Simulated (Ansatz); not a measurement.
Runs of Ansatz 0.2.0 on PbS (Galena). It takes space group Fm-3m (No. 225, cubic). The conventional cell has a = 5.931 Å, b = 5.931 Å, c = 5.931 Å, α = 90.00°, β = 90.00°, γ = 90.00°. Pb (site symmetry m-3m) is surrounded by 6 S at 2.97 Å. S (site symmetry m-3m) is surrounded by 6 Pb at 2.97 Å. 

```tsv
task	level	spin	cell	k mesh	cutoff (eV)	smearing	atoms under strain	q mesh	points for each segment of the path	broadening	gap on the mesh (eV)	pressure (GPa)
elastic constants	PBEsol	off	as given	6 × 6 × 6	420	fixed	relaxed	-	-	-	0.25	-0.9
phonons	PBEsol	off	as given	6 × 6 × 6	420	fixed	-	2 × 2 × 2	8	-	0.25	-
Born charges and dielectric tensor	PBEsol	off	as given	8 × 8 × 8	420	fixed	-	-	-	-	0.25	-
atomic charges	r2SCAN	off	as given	8 × 8 × 8	500	gaussian 0.01 eV	-	-	-	-	0.61	1.3
band structure	PBEsol	off	as given	8 × 8 × 8	420	gaussian 0.05 eV	-	-	14	-	0.25	(b)
optical spectrum	PBEsol+D3(BJ)	SOC, no magnetisation	as given	6 × 6 × 6	420	gaussian 0.01 eV	-	-	-	0.2 eV	(a)	-
relaxation of cell and atoms	PBEsol+D4	collinear, ferromagnetic start	relaxed	8 × 8 × 8	420	gaussian 0.01 eV	-	-	-	-	0.11	0.0
```

Alike in all rows: potentials or basis Ansatz PAW.

Q: Fill in the values left out.

A: (a) 0.17; (b) -0.8.

Caveats: the PAW data sets come from PBE, with cores solved anew for the run's functional, which leaves a small shift of forces and pressure; spin-orbit coupling is left out, which as a rule narrows the gap of such compounds by several tenths of an eV (some runs); some modes are imaginary (some runs); the gap is small at this level, which inflates the dielectric constant (some runs); spectra need much finer meshes, so this one isn't converged (some runs); independent-particle spectra lack excitons (some runs); the plane-wave basis is chosen anew once the cell has moved, so the energies of steps on either side of that aren't comparable (some runs).

A k mesh can miss the band edges, and rows without SOC leave out spin-orbit coupling on Pb.

Runs at the PBE level aren't shown here.
